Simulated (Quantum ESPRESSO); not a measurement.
BN:

```
CELL_PARAMETERS angstrom
2.49824 0.00000 0.00000
-1.24912 2.16354 0.00000
0.00000 0.00000 6.63570
ATOMIC_POSITIONS crystal
N 0.66667 0.33333 0.25000
N 0.33333 0.66667 0.75000
B 0.66667 0.33333 0.75000
B 0.33333 0.66667 0.25000
```

Base run:

* Program: Quantum ESPRESSO 7.5
* Functional: LDA
* Potentials or basis: JTH 2.0 LDA
* Cutoff: 680 eV
* Density cutoff: 4082 eV
* k mesh: 12 × 12 × 4
* Occupations: fermi-dirac, width 0.05 eV
* Spin: no spin polarisation

Its results: band gap on the k mesh 4.09 eV, indirect (least direct gap 4.52 eV); pressure -3.4 GPa.

**Question.** After a change of settings the same cell gave: band gap on the k mesh 4.09 eV, indirect (least direct gap 4.52 eV); pressure -2.1 GPa. Which change was it?
A. potentials or basis from JTH 2.0 LDA to GBRV 1.5 LDA; cutoff from 680 eV to 612 eV; density cutoff from 4082 eV to 4898 eV; form of the lda correlation from PW92 to PZ81
B. potentials or basis from JTH 2.0 LDA to PseudoDojo 0.4.1 SR LDA stringent; cutoff from 680 eV to 1143 eV; density cutoff from 4082 eV to 4572 eV
C. potentials or basis from JTH 2.0 LDA to PseudoDojo 0.4.1 SR LDA standard; cutoff from 680 eV to 1143 eV; density cutoff from 4082 eV to 4572 eV

**Answer.** A.

Caveats: some levels on the path didn't converge.

Runs at the PBE level aren't shown here.
